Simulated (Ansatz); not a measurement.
W: a vibration from a frozen displacement

Computed with DFT PBE, scalar-relativistic, plane waves, PAW (Ansatz). Cutoff 420 eV, Γ-centred 10×10×10 k-points, Gaussian smearing of 0.15 eV. Spin–orbit coupling is left out, which matters for the heavy elements here. No spin polarisation. Energies are free energies at this smearing, counted from the undisturbed cell; pressure is positive in compression.

The starting cell (as given, not relaxed at this level; it stands at -3.1 GPa):

```
W
1.0
    -3.19460   -3.19460    3.19460
    -3.19460    3.19460   -3.19460
     3.19460   -3.19460   -3.19460
W
8
Direct
  0.50000 0.50000 0.50000
  0.00000 0.50000 0.50000
  0.50000 0.00000 0.50000
  0.00000 0.00000 0.50000
  0.50000 0.50000 0.00000
  0.00000 0.50000 0.00000
  0.50000 0.00000 0.00000
  0.00000 0.00000 0.00000
```

Atom 1 (W) is moved by x along the Cartesian unit vector (0.577, 0.577, -0.577); the cell and all other atoms stay fixed. The cell's volume is 130.41 Å³; the moved atoms weigh 183.840 u together and the others 1286.880 u. Some rows repeat others by symmetry and weren't run.

| x (Å) | ΔE (meV/cell) | total force on the moved atoms along the move (eV/Å) | pressure (GPa) |
| --- | --- | --- | --- |
| -0.2000 | 325.39 | 3.1993 | -1.7154 |
| -0.1667 | 227.26 | 2.6930 | -2.1343 |
| -0.1333 | 145.96 | 2.1729 | -2.4814 |
| -0.1000 | 82.42 | 1.6415 | -2.7523 |
| -0.0667 | 36.75 | 1.1000 | -2.9464 |
| -0.0333 | 9.17 | 0.5506 | -3.0632 |
| 0.0000 | 0.00 | 0.0000 | -3.1020 |
| 0.0333 | 9.17 | -0.5506 | -3.0632 |
| 0.0667 | 36.75 | -1.1000 | -2.9464 |
| 0.1000 | 82.42 | -1.6415 | -2.7523 |
| 0.1333 | 145.96 | -2.1729 | -2.4814 |
| 0.1667 | 227.26 | -2.6930 | -2.1343 |
| 0.2000 | 325.39 | -3.1993 | -1.7154 |

What frequency belongs to this motion?

The force constant is k = −dF/dx = 16.535 eV/Å², from the parabola through x = -0.0333, 0 and 0.0333. In every cell the moved atoms swing against the rest, so the mass is μ = m₁m₂/(m₁ + m₂) = 160.860 u, and ν̃ = 521.5 cm⁻¹ × √(|k|/μ) = 167 cm⁻¹, at this cell's pressure of -3.1 GPa. The pattern needn't be a normal mode: ν̃² is then a weighted mean of the squared nonzero frequencies at the zone centre of this cell, so it lies between the lowest and the highest of them.

How far does the harmonic law reach?

At x = -0.200 Å, kx²/2 = 330.70 meV against the computed 325.39 meV (-1.6 %): the well is still close to harmonic there.

The pressure changes with x². What does that say about the frequency under compression?

With E = k(V)x²/2, k ∝ V^(−2γ) and x scaling with the cell as V^(1/3), P − P0 = −∂E/∂V = (2γ − 2/3) ΔE/V. At x = 0.0667 Å, V(P − P0) = 130.41 × 0.15562 / 160.2 eV = 126.66 meV and ΔE = 36.75 meV, so γ = 1/3 + V(P − P0)/(2ΔE) = 2.06. This is the Grüneisen parameter of the motion under uniform scaling of the cell: shrinking the cell evenly by 1 % in volume raises the frequency by about 2.06 %.

In a metal these slopes depend on the k mesh and the smearing.

The 167 cm⁻¹ isn't an optical mode of bulk tungsten: the bcc crystal has one atom per primitive cell and therefore only acoustic branches. The doubled cell folds zone-boundary phonons back to its centre, and moving one atom samples a mixture of them. The restoring force is stiff because the roughly half-filled 5d band fills mainly bonding states; the large atomic mass is what keeps the frequency modest.

Inversion symmetry at the site removes the cubic term in x, so the slight softening at larger displacements is of even order. Simple pair repulsion towards a nearest neighbour would rather stiffen the well, which suggests that many-body d bonding contributes. The positive Grüneisen parameter is no contradiction, since it measures how the force constant responds to volume, not to amplitude. Cubic site symmetry makes the harmonic force constant the same in every direction, but the softening is shown only along this body diagonal.
